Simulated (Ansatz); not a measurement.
**WSi$_{2}$: how the free axis answers a strain**

WSi$_{2}$, I4/mmm, a = 3.202 Å, c = 7.816 Å. Ansatz: PBEsol, PAW, 420 eV, Γ-centred 12×12×6 mesh on 6 atoms, Gaussian smearing 0.10 eV; no spin polarisation. Series: uniaxial strain along c, with a, b and atoms relaxed; x is the strain in per cent. y is the change of a in per cent of 3.203 Å.

| x (%) | y (%) |
| --- | --- |
| -4.5 | ? |
| -3.0 | 0.55 |
| -1.5 | 0.27 |
| 0.0 | 0.00 |
| 1.5 | -0.27 |
| 3.0 | -0.52 |
| 4.5 | -0.76 |

Problem. Fit y = c1 x + c2 x² to the other rows, say what c1 measures, and predict the missing y.

Solution. Least squares on the rows shown. y = −0.1781 x + 0.001905 x². So −c1 = 0.178 is Poisson's ratio for this pair of axes. At x = -4.5 the fit asked for gives 0.84 %. The run gave 0.84 %, the same to the digits shown.

Spin–orbit coupling is left out, which can shift energies with elements as heavy as these.